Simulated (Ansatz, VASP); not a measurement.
## Sb in VASP and in Ansatz

INCAR

```
ALGO = Normal
EDIFF = 1E-7
ENCUT = 520
GGA = PE
ISIF = 2
ISMEAR = -1
LASPH = T
LCHARG = F
LREAL = F
LWAVE = F
NBANDS = 8
NELM = 100
PREC = Accurate
SIGMA = 0.05
```

The input KPOINTS:

```
k-points
0
Gamma
  12 12 12
```

The input POSCAR:

```
Sb
1.0
   -0.0230500000      2.2934750000      2.2934750000
    2.2934750000     -0.0230500000      2.2934750000
    2.2934750000      2.2934750000     -0.0230500000
Sb
1
Direct
    0.0000000000      0.0000000000      0.0000000000
```

Input for Ansatz:

```yaml
crystal:
  lattice:
    - [-0.02305, 2.293475, 2.293475]
    - [2.293475, -0.02305, 2.293475]
    - [2.293475, 2.293475, -0.02305]
  atoms:
    - { symbol: Sb, position: [0.0, 0.0, 0.0] }
kpoints:
  mp_grid: { grid: [12, 12, 12] }
  band_path:
    path:
      - [0.0, 0.0, 0.0]
      - [0.5, 0.5, 0.5]
      - [0.2525443832, 0.5, 0.7474556168]
      - [-0.2525443832, 0.2525443832, 0.5]
      - [0.0, 0.0, 0.5]
      - [0.0, 0.0, 0.0]
      - [-0.3762721916, 0.0, 0.3762721916]
      - [0.0, 0.3762721916, 0.6237278084]
      - [0.0, 0.5, 0.5]
    npoints: 5
scf:
  occupations: { method: fermi_dirac, width: 0.05 }
hamiltonian:
  xc: pbe
  pseudopotentials: { kind: all_electron, lapw: { basis_error: 0.001 } }
output:
  forces: true
  stress: true
  eigenvalues: true
```

Change from the starting cell: equal xy, yz and zx shear strains of -1 %.

Alike in both runs: task single point; functional PBE; k mesh 12 × 12 × 12; occupations fermi-dirac, width 0.05 eV; no spin polarisation.

```csv
,VASP,Ansatz
version,VASP 6.6.1,Ansatz 0.2.0
potentials or method,"VASP PAW PBE potentials, release 64 (Sb)","all-electron LAPW, scalar-relativistic"
plane-wave cutoff (eV),520,see its input
```

VASP gave:

```
pressure (GPa)                                  : 8.7
largest component of the traceless stress (GPa) : 0.21
```

Problem. Which values does Ansatz return?

Solution. Pressure (GPa): 8.8; largest component of the traceless stress (GPa): 0.20.

Ansatz ran all-electron here, so the differences hold the error of VASP's frozen core and of both bases.

Spin-orbit coupling is left out, which matters for the levels of Sb.
